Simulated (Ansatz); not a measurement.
A surface is cut from this relaxed crystal of SrO:

```
CELL_PARAMETERS angstrom
0.00000 2.56119 2.56119
2.56119 0.00000 2.56119
2.56119 2.56119 0.00000
ATOMIC_POSITIONS crystal
Sr 0.00000 0.00000 0.00000
O 0.50000 0.50000 0.50000
```

Miller indices refer to the conventional cell of Fm-3m (No. 225), a = 5.122 Å, b = 5.122 Å, c = 5.122 Å, α = 90.00°, β = 90.00°, γ = 90.00°. The bulk's gap is 3.20 eV.

Consider the (100) slab of 5 planes, 10.2 Å thick with 15 Å of vacuum as cut; outer planes SrO (top) and SrO (bottom), all atoms relaxed.

All numbers below come from DFT PBEsol, scalar-relativistic, plane waves, PAW (Ansatz 0.2.0). Plane waves to 420 eV, a k mesh through Γ of 7×7×1 on the computed 10-atom cell and Gaussian smearing (0.05 eV); no spin polarisation. The cell repeats along c with a dipole correction in the vacuum.

Task: Predict the surface energy (mean of both faces).

Result: 0.58 J/m².

Task: Estimate the gap of the slab on the mesh.

Result: 2.62 eV.

Task: Give the bulk valence band top under the vacuum level.

Result: 3.93 eV.

Task: Give the bulk conduction band bottom under the vacuum level.

Result: 0.73 eV.

Task: The top two planes lie 2.561 Å apart in the bulk. How does relaxation change this?

Result: The spacing becomes 2.482 Å (-3.1 %), and the top plane rumples by 0.060 Å.

An odd mesh misses points on the zone edge, so a gap read on it can be too wide.